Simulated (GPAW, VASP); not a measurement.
Given: the input of a run of GPAW 26.7.0 (ASE script) on InP. 

The input run.py:

```python
from ase.dft.bandgap import bandgap
from ase.io import read, write
from ase.units import GPa
from gpaw import GPAW, PW, setup_paths

setup_paths.insert(0, '.')

atoms = read('POSCAR')

calc = GPAW(mode=PW(600),
            xc='PBEsol',
            kpts={'size': (8, 8, 8), 'gamma': True},
            occupations={'name': 'methfessel-paxton', 'order': 0, 'width': 0.02},
            nbands=18,
            convergence={'density': 1e-05, 'energy': 1e-05},
            maxiter=150,
            txt='gpaw.txt')
atoms.calc = calc
energy = atoms.get_potential_energy()
forces = atoms.get_forces()
stress = atoms.get_stress()
calc.write('gs.gpw')
write('result.traj', atoms)
print(f'Energy: {energy:.6f} eV')
print('Forces (eV/A):')
print(forces.round(4))
print('Stress (GPa):', (stress / GPa).round(3))
print('Fermi level:', round(calc.get_fermi_level(), 4), 'eV')
print(f'Gap: {bandgap(calc)[0]:.4f} eV, direct: {bandgap(calc, direct=True)[0]:.4f} eV')
```

POSCAR

```
InP
1.0
    0.0000000000      2.9305000000      2.9305000000
    2.9305000000      0.0000000000      2.9305000000
    2.9305000000      2.9305000000      0.0000000000
In P
1 1
Direct
    0.0000000000      0.0000000000      0.0000000000
    0.7500000000      0.7500000000      0.7500000000
```

Potentials or basis: PAW data sets generated in the run's folder for this functional, pw.

Launch:

```bash
$ gpaw-setup -f PBEsol In P
$ OMP_NUM_THREADS=1 python run.py
```

Problem. What does the same run look like in VASP 6.6.1? Potentials or basis there: PBE PAW files In, P, 500 eV.

Solution. As run (cutoffs and basis follow the program's own potentials, and thresholds, step limits or extra output files can differ):

File INCAR:

```
PREC = Accurate ; ENCUT = 500
EDIFF = 1E-7 ; ISMEAR = 0
SIGMA = 0.02 ; LREAL = False
LASPH = True ; NELM = 60
ALGO = Fast ; ISIF = 2
LWAVE = False ; LCHARG = True
GGA = PS ; LELF = True
LVHAR = True ; NBANDS = 11
```

KPOINTS

```
Automatic mesh
0
Gamma
  8 8 8
```

File POSCAR:

```
InP
4.1444
    0.000000000000      0.707098735643      0.707098735643
    0.707098735643      0.000000000000      0.707098735643
    0.707098735643      0.707098735643      0.000000000000
In P
1 1
Direct
    0.0000000000      0.0000000000      0.0000000000
    0.7500000000      0.7500000000      0.7500000000
```

Potentials or basis: VASP PAW PBE potentials, release 64 (In, P).

The run is started by

```sh
$ cat potpaw_PBE.64/In/POTCAR potpaw_PBE.64/P/POTCAR > POTCAR
$ mpirun -np 1 vasp_std > vasp.out
```

Both were run:

|  | GPAW | VASP |
| --- | --- | --- |
| Pressure | 0.4 GPa | 2.6 GPa |

The potentials hold 18 and 8 valence electrons a cell.

VASP's potentials were made for PBE.

Pressure is positive in compression.
